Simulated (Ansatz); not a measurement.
Run this with Ansatz 0.2.0 through its Python package and show what comes out.

Contents of `input.yaml`:
```yaml
crystal:
  lattice:
    - [4.262466, 0.0, 0.0]
    - [0.0, 4.262466, 0.0]
    - [0.0, 0.0, 4.262466]
  atoms:
    - { symbol: Ba, position: [0.0, 0.0, 0.0] }
    - { symbol: Te, position: [0.5, 0.5, 0.5] }
kpoints:
  mp_grid: { kspacing: 0.4 }
hamiltonian:
  xc: pbesol
scf:
  occupations: { method: fixed }
basis:
  ecutwfc: 420
output:
  stress: true
  eigenvalues: true
```

Script `bate.py`:
```python
# -*- coding: utf-8 -*-
import ansatz
import numpy as np


def main():
    planned = ansatz.Session.from_deck("input.yaml").plan(threads=1, pin="off")
    result = planned.execute()
    summary = result.report

    n_atoms = len(summary["lattice"]["sites"])
    print("F =", round(summary["free_energy_ev"], 4), "eV for", n_atoms, "atoms")
    print("E(sigma -> 0) =", round(summary["energy_sigma0_ev"], 4), "eV, TS =", round(summary["entropy_ts_ev"], 5), "eV")
    print("closed by", summary["closed_by"], "after", summary["n_iterations"], "iterations")

    gap = None if "band_edges_ev" not in summary else summary["band_edges_ev"][1] - summary["band_edges_ev"][0]
    print("gap on the k mesh:", "withheld (metal, or smearing too wide to tell)" if gap is None else f"{gap:.3f} eV")
    print("lowest empty less highest filled band, by band count:", round(summary["gap_by_band_count_ev"], 3), "eV")

    sigma = summary["stress_gpa"]
    voigt = [sigma[0][0], sigma[1][1], sigma[2][2], sigma[1][2], sigma[0][2], sigma[0][1]]
    print("stress xx yy zz yz xz xy (GPa, compression positive):", " ".join(f"{s:.3f}" for s in voigt))
    print("P =", round(10 * float(np.mean(voigt[:3])), 2), "kbar")


if __name__ == "__main__":
    main()
```

Running `python bate.py` prints:
```text
F = -12767.3893 eV for 2 atoms
E(sigma -> 0) = -12767.3893 eV, TS = 0.0 eV
closed by deck_thresholds after 6 iterations
gap on the k mesh: 0.789 eV
lowest empty less highest filled band, by band count: 0.789 eV
stress xx yy zz yz xz xy (GPa, compression positive): -2.090 -2.090 -2.090 -0.000 0.000 0.000
P = -20.9 kbar
```

Reading the output:
- Total energies depend on the potentials; only differences at equal settings carry meaning. A total without «per atom» is that of the cell as typed.
- Semilocal gaps usually lie well under measured ones.
- The structure comes from a database of computed cells and needn't be a stable or known phase.
- Levels are Kohn-Sham eigenvalues on this mesh, without spin-orbit coupling.
- Hardware and time: 1.7 s on 1 thread of Arm Neoverse V1, with other jobs on the host, peak memory 0.29 GiB.
